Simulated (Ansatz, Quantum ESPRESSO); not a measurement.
# Moving the pressure in V

The cell as given:

Space group Im-3m (No. 229). a = 3.029 Å, b = 3.029 Å, c = 3.029 Å, α = 90.00°, β = 90.00°, γ = 90.00°
```json
{"atom": "V", "site": "2a", "symmetry": "m-3m", "x": "0.0000", "y": "0.0000", "z": "0.0000"}
```

Kept alike: task relaxation of cell and atoms; functional PBEsol; k mesh 12 × 12 × 12; occupations fermi-dirac, width 0.05 eV; collinear spin, ferromagnetic start. Program: Ansatz, all-electron LAPW, scalar-relativistic. The mesh is that of the run's cell of 1 atom. No spin-orbit coupling.

| run | volume (Å³/atom) |
| --- | --- |
| A | 11.834 |
| B | 12.618 |
| C | 12.937 |
| D | 12.332 |

The relaxations keep at least the cell's symmetry (Im-3m). For a metal such a mesh leaves the last digits unconverged. Runs of this series that gave no sound value for these columns are left out. The runs follow the start's structure, whether or not it is the stable one at these pressures. P is the pressure aimed at, which the runs meet within some hundredths to tenths of a GPa. The moments vanished: the runs ended non-magnetic.

The runs differ in the pressure alone: 0; 5; 10; 20 GPa. Which run is which?

Run A is 20 GPa; run B is 5 GPa; run C is 0 GPa; run D is 10 GPa. The volume falls from 12.937 to 11.834 Å³/atom between 0 and 20 GPa. The volume falls ever more slowly, since the solid stiffens under load. At the pressures aimed at, which the runs meet within some tenths of a GPa, the step from 0 to 5 GPa gives a mean bulk modulus near 200 GPa, the last step 243 GPa. A twin series (Quantum ESPRESSO, GBRV 1.5 PBEsol) moves it by -1.1032 between 0 and 20, against -1.1030 Å³/atom here.
